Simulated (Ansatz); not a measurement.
MnS:

```xyz
2
Lattice="0.0000 2.6045 2.6045 2.6045 0.0000 2.6045 2.6045 2.6045 0.0000" Properties=species:S:1:pos:R:3 pbc="T T T"
Mn    0.0000    0.0000    0.0000
S     2.6045    2.6045    2.6045
```

- Program: Ansatz 0.2.0
- Task: relaxation of cell and atoms
- Functional: PBE0
- Potentials or basis: Ansatz PAW
- Cutoff: 420 eV (not typed: the program's choice for these potentials)
- k mesh: 5 × 5 × 5
- Occupations: fermi-dirac, width 0.05 eV
- Spin: collinear spin, ferromagnetic start
- Starting moments: [4.0, 0.0] μB

At the start: volume 17.67 Å³/atom.

Question: How do energy, volume and symmetry change on relaxing?

Answer: It ends after 3 steps and the volume is 18.04 Å³/atom (+2.1 %); space group Fm-3m (No. 225, to 0.05 Å); moment 5.00 μB per cell.

The path:
```tsv
step	energy change (eV)	largest force (eV/Å)	volume (Å³)
1	0.0000	0.0000	35.33
2	-0.0037	0.0000	36.09
3	-0.0043	0.0000	36.09
```

Final structure:
```xyz
2
Lattice="0.0000 2.6229 2.6229 2.6229 0.0000 2.6229 2.6229 2.6229 0.0000" Properties=species:S:1:pos:R:3 pbc="T T T"
Mn    0.0000    0.0000    0.0000
S     2.6229    2.6229    2.6229
```

Caveat: the magnetic or orbital state may not be the lowest; the plane-wave basis is chosen anew once the cell has moved, so the energies of steps on either side of that aren't comparable; a cell with one magnetic atom can't hold antiferromagnetic order, which such compounds often take; the PAW data sets come from PBE, with cores solved anew for the run's functional, which leaves a small shift of forces and pressure.
